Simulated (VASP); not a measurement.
# InP (F-43m) in VASP: a series of runs

Aim: see how the results for InP move with the level of theory and the settings. Levels: HSE06, PBE0, PBE. Tasks: band structure.

All numbers are computed with VASP 6.6.1; they aren't measurements. Logs are shortened: lines on timing, memory, paths and dates and some standing lists are left out, and cuts for length are marked.

**Experimental background.**

A printed reference work, data compilation reports, for a bulk crystal of InP at 1.6 K: band gap 1.4236 eV (direct).

How close the calculation comes is told below.

**1. Starting point**

The structure is cubic, space group F-43m (No. 216). Conventional cell: a = 5.879 Å, b = 5.879 Å, c = 5.879 Å, α = 90.00°, β = 90.00°, γ = 90.00°. In (site symmetry -43m) is surrounded by 4 P at 2.55 Å. P (site symmetry -43m) is surrounded by 4 In at 2.55 Å.

**2. Band structure, HSE06**

File POSCAR:

```
InP                                     
1.0
    0.0000000000      2.9393308168      2.9393308168
    2.9393308168      0.0000000000      2.9393308168
    2.9393308168      2.9393308168      0.0000000000
  In              P             
     1     1
Direct
     0.0000000000000000    0.0000000000000000    0.0000000000000000
     0.2500000000000000    0.2500000000000000    0.2500000000000000
```

File INCAR.step1:

```
SYSTEM = InP
PREC = Accurate ; ENCUT = 520
EDIFF = 1E-5 ; ISMEAR = 0
SIGMA = 0.03 ; LREAL = .False.
LASPH = .True. ; NELM = 80
ALGO = Normal ; ISIF = 2
LWAVE = .True. ; LCHARG = .False.
KPAR = 8 ; GGA = PE
```

File INCAR.step2:

```
SYSTEM = InP
PREC = Accurate ; ENCUT = 520
EDIFF = 1E-6 ; ISMEAR = 0
SIGMA = 0.03 ; LREAL = .False.
LASPH = .True. ; NELM = 80
ALGO = Normal ; ISIF = 2
LWAVE = .False. ; LCHARG = .False.
GGA = PE ; LHFCALC = .True.
HFSCREEN = 0.2 ; PRECFOCK = Fast
KPAR = 8 ; ISTART = 1
```

File KPOINTS:

```
Automatic mesh
0
Gamma
  8 8 8
  0 0 0
```

File KPOINTS_OPT:

```
explicit points
6
Reciprocal
 0.0000000000  0.0000000000  0.0000000000 1
 0.3750000000  0.3750000000  0.7500000000 1
 0.5000000000  0.5000000000  0.5000000000 1
 0.6250000000  0.2500000000  0.6250000000 1
 0.5000000000  0.2500000000  0.7500000000 1
 0.5000000000  0.0000000000  0.5000000000 1
```

Potentials or basis: VASP PAW PBE potentials, release 64 (In_d, P).

On the command line:

```bash
> cat potpaw_PBE.64/In_d/POTCAR potpaw_PBE.64/P/POTCAR > POTCAR
> cp INCAR.step1 INCAR
> mpirun -np 8 vasp_std > vasp.out
> cp INCAR.step2 INCAR
> mpirun -np 8 vasp_std > vasp.out
```

OUTCAR:

```text
SYSTEM = InP
   PREC = Accurate
   ENCUT = 520
   EDIFF = 1E-6
   ISMEAR = 0
   LREAL = .False.
   LASPH = .True.
   NELM = 80
   ISIF = 2
   GGA = PE
   LHFCALC = .True.
   HFSCREEN = 0.2
   PRECFOCK = Fast
   ISTART = 1

 ion  position               nearest neighbor table
   1  0.000  0.000  0.000-   2 2.55   2 2.55   2 2.55   2 2.55
   2  0.250  0.250  0.250-   1 2.55   1 2.55   1 2.55   1 2.55

  LATTYP: Found a face centered cubic cell.
 ALAT       =     5.8786616336

  Lattice vectors:

 A1 = (   0.0000000000,   2.9393308168,   2.9393308168)
 A2 = (   2.9393308168,   0.0000000000,   2.9393308168)
 A3 = (   2.9393308168,   2.9393308168,   0.0000000000)

Analysis of symmetry for initial positions (statically):
=====================================================================
 Subroutine PRICEL returns:
 Original cell was already a primitive cell.

 Routine SETGRP: Setting up the symmetry group for a
 face centered cubic supercell.

 Subroutine GETGRP returns: Found 24 space group operations
 (whereof 24 operations were pure point group operations)
 out of a pool of 48 trial point group operations.

The static configuration has the point symmetry T_d .

Analysis of symmetry for dynamics (positions and initial velocities):
=====================================================================
 Subroutine PRICEL returns:
 Original cell was already a primitive cell.

 Routine SETGRP: Setting up the symmetry group for a
 face centered cubic supercell.

 Subroutine GETGRP returns: Found 24 space group operations
 (whereof 24 operations were pure point group operations)
 out of a pool of 48 trial point group operations.

The dynamic configuration has the point symmetry T_d .

 Subroutine INISYM returns: Found 24 space group operations
 (whereof 24 operations are pure point group operations),
 and found     1 'primitive' translations

----------------------------------------------------------------------------------------

                                     Primitive cell

  volume of cell :      50.7897

  direct lattice vectors                    reciprocal lattice vectors
     0.000000000  2.939330817  2.939330817    -0.170106746  0.170106746  0.170106746
     2.939330817  0.000000000  2.939330817     0.170106746 -0.170106746  0.170106746
     2.939330817  2.939330817  0.000000000     0.170106746  0.170106746 -0.170106746

  length of vectors
[... 99 lines left out ...]
   IALGO  =     38    algorithm
   IMIX   =      1    mixing-type and parameters
     AMIX     =   0.40;   BMIX     =  1.00
     AMIX_MAG =   1.60;   BMIX_MAG =  1.00
  volume/ion in A,a.u.               =      25.39       171.37
  Fermi-wavevector in a.u.,A,eV,Ry     =   1.158530  2.189304 18.261620  1.342191
  Thomas-Fermi vector in A             =   2.295131
   LORBIT       =      0    0 simple, 1 ext, 2 COOP (PROOUT), +10 PAW based schemes
   GGA     = PE    functional components
   LHFCALC =     T    Hartree Fock is set to
   PRECFOCK=fast      Normal, Fast or Accurate (Low or Medium for compatibility)
   ENCUT4O =  -1.0   cutoff for four orbital integrals eV
   NKREDX  =     1    reduce k-point grid by
   NKREDY  =     1    reduce k-point grid by
   NKREDZ  =     1    reduce k-point grid by
   AEXX    =    0.2500 exact exchange contribution
   HFSCREEN=    0.2000 screening length (either q_TF or 0.3 A-1)
   HFSCREENC=   0.2000 screening length for correlation (either q_TF or 0.3 A-1)
   ENCUTFOCK=  -1.0 apply spherical cutoff to Coloumb kernel
   IVDW    =     0    specifies the selected vdW correction
   LEPSILON=     F    determine dielectric tensor
   LRPA    =     F    only Hartree local field effects (RPA)
 non-spin polarized calculation
 Gauss-broadening in eV      SIGMA  =   0.03
  energy-cutoff  :      520.00
  volume of cell :       50.79
 maximum number of plane-waves:      1384
  NGX = 18; NGY = 18; NGZ = 18

 number of electron      18.0000007 magnetization

 Free energy of the ion-electron system (eV)
  ---------------------------------------------------
  ext. energy  EPLUGINS =         0.00000000
  ---------------------------------------------------
  free energy    TOTEN  =       -10.02227420 eV

  energy without entropy =      -10.02227420  energy(sigma->0) =      -10.02227420

 E-fermi :   4.8429     XC(G=0):  -7.6880

 val. band max:        4.6600645735   @ k =   0.0000   0.0000   0.0000
 cond. band min:       6.1128336033   @ k =   0.0000   0.0000   0.0000
 fundamental gap:      1.4527690297
 Fermi energy:         4.8428522682

 k-point     1 :       0.0000    0.0000    0.0000
  band No.  band energies     occupation
      1     -11.2117      2.00000
      2     -11.2117      2.00000
      3     -11.2117      2.00000
      4     -11.0542      2.00000
      5     -11.0542      2.00000
      6      -8.0281      2.00000
      7       4.6601      2.00000
      8       4.6601      2.00000
      9       4.6601      2.00000
     10       6.1128      0.00000
     11       9.5949      0.00000
     12       9.5949      0.00000
     13       9.5949      0.00000
[... 354 lines left out ...]
  band No.  band energies     occupation
      1     -11.3377      2.00000
      2     -11.1623      2.00000
      3     -11.1438      2.00000
      4     -11.0600      2.00000
      5     -11.0426      2.00000
      6      -5.8453      2.00000
      7      -1.3248      2.00000
      8       1.7838      2.00000
      9       2.9077      2.00000
     10       8.6673      0.00000
     11       9.6217      0.00000
     12      11.5406      0.00000
     13      12.8528      0.00000

 [... further k-points ...]

------------------------ aborting loop because EDIFF is reached ----------------------------------------

  FORCE on cell =-STRESS in cart. coord.  units (eV):
  Direction    XX          YY          ZZ          XY          YZ          ZX
  --------------------------------------------------------------------------------------
  -------------------------------------------------------------------------------------
  Total        0.2045957      0.2045957      0.2045957      0.0000000      0.0000000      0.0000000
  in kB        6.4540410      6.4540410      6.4540410      0.0000000      0.0000000      0.0000000
  external PRESSURE =       6.4540410 kB  Pullay stress =       0.0000000 kB

 VOLUME and BASIS-vectors are now :
 -----------------------------------------------------------------------------
  energy-cutoff  :      520.00
  volume of cell :       50.79
      direct lattice vectors                 reciprocal lattice vectors
     0.000000000  2.939330817  2.939330817    -0.170106746  0.170106746  0.170106746
     2.939330817  0.000000000  2.939330817     0.170106746 -0.170106746  0.170106746
     2.939330817  2.939330817  0.000000000     0.170106746  0.170106746 -0.170106746

 POSITION                                       TOTAL-FORCE (eV/Angst)
 -----------------------------------------------------------------------------------
      0.00000      0.00000      0.00000         0.000000      0.000000      0.000000
      1.46967      1.46967      1.46967        -0.000000     -0.000000     -0.000000
 -----------------------------------------------------------------------------------
    total drift:                                0.000027      0.000020      0.000016

  FREE ENERGIE OF THE ION-ELECTRON SYSTEM (eV)
  ---------------------------------------------------
  free  energy   TOTEN  =       -10.0222742006 eV

  energy  without entropy=      -10.0222742006  energy(sigma->0) =      -10.02227420
```

Run time: 14 min. Hardware: 8 MPI ranks of Intel Xeon Platinum 8488C (Sapphire Rapids), shared host; peak memory 0.4 GiB.

What came out:

- Free energy: -10.0223 eV
- Pressure: 0.6 GPa
- Band gap on the k mesh: 1.45 eV, direct
- Band gap along the path: 1.45 eV, direct

Levels at points of the mesh, in eV from the valence-band top:
| k point | band 5 | band 6 | band 7 | band 8 | band 9 | band 10 | band 11 | band 12 | band 13 |
| --- | --- | --- | --- | --- | --- | --- | --- | --- | --- |
| (0.00, 0.00, 0.00) | -15.71 | -12.69 | 0.00 | 0.00 | 0.00 | 1.45 | 4.93 | 4.93 | 4.93 |
| (0.50, 0.00, 0.00) | -15.70 | -10.85 | -6.20 | -1.05 | -1.05 | 2.25 | 5.67 | 5.67 | 8.03 |
| (0.50, 0.50, 0.00) | -15.68 | -10.14 | -6.21 | -2.51 | -2.51 | 2.39 | 3.01 | 10.38 | 10.86 |

Caveat: the PAW data sets were made with another functional, which shifts forces and pressure a little; spin-orbit coupling is left out, which moves the levels of the heavy elements.

**3. Band structure, PBE0**

POSCAR is that of step 2.

INCAR.step1 is that of step 2.

Changes to INCAR.step2 since step 2:

```diff
@@ -8,3 +8,4 @@
 GGA = PE ; LHFCALC = .True.
-HFSCREEN = 0.2 ; PRECFOCK = Fast
-KPAR = 8 ; ISTART = 1
+AEXX = 0.25 ; PRECFOCK = Fast
+HFRCUT = -1 ; KPAR = 8
+ISTART = 1
```

KPOINTS is that of step 2.

KPOINTS_OPT is that of step 2.

Potentials or basis: VASP PAW PBE potentials, release 64 (In_d, P).

On the command line:

```bash
> cat potpaw_PBE.64/In_d/POTCAR potpaw_PBE.64/P/POTCAR > POTCAR
> cp INCAR.step1 INCAR
> mpirun -np 8 vasp_std > vasp.out
> cp INCAR.step2 INCAR
> mpirun -np 8 vasp_std > vasp.out
```

Run time: 15 min. Hardware: 8 MPI ranks of Intel Xeon Platinum 8488C (Sapphire Rapids), shared host; peak memory 0.31 GiB.

It converged, with:

```yaml
Free_energy: -10.8862 eV
Pressure: 0.4 GPa
Band_gap_on_the_k_mesh: 2.03 eV, direct
Band_gap_along_the_path: 2.03 eV, direct
```

Levels at points of the mesh, in eV from the valence-band top:
```
           k point  band 7  band 8  band 9  band 10  band 11  band 12
(0.00, 0.00, 0.00)    0.00    0.00    0.00     2.03     5.59     5.59
(0.50, 0.00, 0.00)   -6.31   -1.07   -1.07     2.86     6.33     6.33
(0.50, 0.50, 0.00)   -6.31   -2.56   -2.56     3.02     3.65    11.06
```

Caveat: the PAW data sets were made with another functional, which shifts forces and pressure a little; spin-orbit coupling is left out, which moves the levels of the heavy elements.

**4. Band structure, PBE**

File INCAR:

```
ALGO     = Normal         # electronic algorithm
EDIFF    = 1E-6           # SCF threshold, eV
ENCUT    = 520            # plane-wave cutoff, eV
GGA      = PE             # functional
ISIF     = 2              # what is computed and relaxed
ISMEAR   = 0              # smearing method
LASPH    = True           # aspherical terms in the spheres
LCHARG   = False          # write CHGCAR
LREAL    = False          # projectors in reciprocal space
LWAVE    = False          # write WAVECAR
NELM     = 80             # most SCF steps
PREC     = Accurate       # precision mode
SIGMA    = 0.03           # smearing width, eV
```

File KPOINTS:

```
k-points
0
Gamma
  8 8 8
```

File POSCAR:

```
InP                                     
1.0
    0.0000000000      2.9393308163      2.9393308163
    2.9393308163      0.0000000000      2.9393308163
    2.9393308163      2.9393308163      0.0000000000
  In              P             
     1     1
Direct
     0.0000000000000000    0.0000000000000000    0.0000000000000000
     0.2500000000000000    0.2500000000000000    0.2500000000000000
```

File KPOINTS_OPT:

```
explicit points
252
Reciprocal
 0.0000000000  0.0000000000  0.0000000000 1
 0.0357142857  0.0000000000  0.0357142857 1
 0.0714285714  0.0000000000  0.0714285714 1
 0.1071428571  0.0000000000  0.1071428571 1
 0.1428571429  0.0000000000  0.1428571429 1
 0.1785714286  0.0000000000  0.1785714286 1
[... 244 lines left out ...]
 0.5115429000  0.0230858000  0.5115429000 1
 0.4884571000 -0.0230858000  0.4884571000 1
```

On the command line:

```bash
> cat potpaw_PBE.64/In_d/POTCAR potpaw_PBE.64/P/POTCAR > POTCAR
> mpirun -np 1 vasp_std > vasp.out
```

Wall time 42 s (1 thread of Intel Xeon Platinum 8488C (Sapphire Rapids), shared host); peak memory 0.18 GiB.

It converged, with:

| Item | Value |
| --- | --- |
| Free energy | -8.3893 eV |
| Pressure | 2.6 GPa |
| Band gap on the k mesh | 0.66 eV, direct |
| Band gap along the path | 0.66 eV, direct |

Levels at the corners of the path, in eV from the valence-band top:
```
point  band 6  band 7  band 8  band 9  band 10  band 11  band 12  band 13
    Γ  -11.46    0.00    0.00    0.00     0.66     4.09     4.09     4.09
    X   -9.12   -5.71   -2.29   -2.29     1.78     2.27     9.16     9.54
    X   -9.12   -5.71   -2.29   -2.29     1.78     2.27     9.16     9.54
    W   -9.04   -5.56   -2.91   -2.87     4.29     4.34     5.55     6.21
    W   -9.04   -5.56   -2.91   -2.87     4.29     4.34     5.55     6.21
    K   -9.13   -5.57   -3.26   -1.91     2.37     4.37     7.49     7.52
    K   -9.13   -5.57   -3.26   -1.91     2.37     4.37     7.49     7.52
    Γ  -11.46    0.00    0.00    0.00     0.66     4.09     4.09     4.09
    Γ  -11.46    0.00    0.00    0.00     0.66     4.09     4.09     4.09
    L   -9.76   -5.68   -0.96   -0.96     1.48     4.81     4.81     7.08
    L   -9.76   -5.68   -0.96   -0.96     1.48     4.81     4.81     7.08
    U   -9.13   -5.57   -3.26   -1.91     2.37     4.37     7.49     7.52
    U   -9.13   -5.57   -3.26   -1.91     2.37     4.37     7.49     7.52
    W   -9.04   -5.56   -2.91   -2.87     4.29     4.34     5.55     6.21
    W   -9.04   -5.56   -2.91   -2.87     4.29     4.34     5.55     6.21
    L   -9.76   -5.68   -0.96   -0.96     1.48     4.81     4.81     7.08
    L   -9.76   -5.68   -0.96   -0.96     1.48     4.81     4.81     7.08
    K   -9.13   -5.57   -3.26   -1.91     2.37     4.37     7.49     7.52
    U   -9.13   -5.57   -3.26   -1.91     2.37     4.37     7.49     7.52
    X   -9.12   -5.71   -2.29   -2.29     1.78     2.27     9.16     9.54
```

Caveat: spin-orbit coupling is left out, which moves the levels of the heavy elements.

**5. The runs side by side**

```tsv
level	grid for exact exchange (PRECFOCK)	screening parameter	exchange at q = 0	gap on the mesh (eV)	pressure (GPa)
HSE06	Fast	0.2 1/A	-	1.45	0.6
PBE0	Fast	-	truncated	2.03	0.4
PBE	-	-	-	0.66	2.6
```

Alike in all rows: task band structure; potentials or basis VASP PAW PBE potentials, release 64 (In_d, P); no spin polarisation; cell as given; k mesh 8 × 8 × 8; cutoff (eV) 520; smearing gaussian 0.03 eV.

On the cell as given the gap runs from 0.66 eV (PBE) to 2.03 eV (PBE0). The pressure there spans 0.4 GPa (PBE0) to 2.6 GPa (PBE); a positive pressure means that this level wants a larger cell, a negative one a smaller.

Caveats: spin-orbit coupling is left out, which moves the levels of the heavy elements; the PAW data sets were made with another functional, which shifts forces and pressure a little (some runs).

Absolute energies hang on the potentials; compare differences alone.

**6. Comparison with measurements**

Step 2. Against the measured gap of InP, 1.4236 eV (direct; 1.6 K; a printed reference work, data compilation), the calculated 1.45 eV is off by +0.03 eV. Spin-orbit coupling on In is left out. The value is that of HSE06, without temperature or zero-point motion.

Step 3. Measured gap of InP: 1.4236 eV (direct; 1.6 K; a printed reference work, data compilation). This calculation gives 2.03 eV (+0.60 eV). Spin-orbit coupling on In is left out. The value is that of PBE0, without temperature or zero-point motion.

Step 4. A measured gap of InP is 1.4236 eV (direct; 1.6 K; a printed reference work, data compilation); the calculated 0.66 eV misses it by -0.76 eV. Spin-orbit coupling on In is left out. The value is that of PBE, without temperature or zero-point motion. Semilocal functionals fall short of measured gaps as a rule.
